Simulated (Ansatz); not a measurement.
## GeTe: pressure −2 GPa

The reference is GeTe (space group R3m, No. 160; a = 4.2266 Å, c = 10.9198 Å (hexagonal axes)).

One thing is altered: hydrostatic tension (pressure −2 GPa).

Method: PBE in Ansatz (plane waves to 420 eV, PAW, scalar-relativistic without spin-orbit coupling). Γ-centred 10×10×10 mesh, Fermi–Dirac width 0.05 eV.

The volume per atom grows by 3.206 Å³ (28.16 Å³ → 31.36 Å³) and the density decreases by 0.60 g/cm³, from 5.90 g/cm³ to 5.30 g/cm³. The lattice parameter a increases by 0.0456 Å, from 4.227 Å to 4.272 Å and the c/a ratio grows by 0.203 to 2.787. The shortest interatomic distance goes up by 0.007 Å to 2.859 Å and the band gap shrinks by 0.02 eV, from 0.62 eV to 0.60 eV (an upper bound: an edge found on the path is not a true extremum; both cells).

With Te present, leaving out spin-orbit coupling can change the band edges. Load acts through the strain it causes; cell and atoms are relaxed under it. No phonon test of stability was made.

Ansatz is a first-principles code.
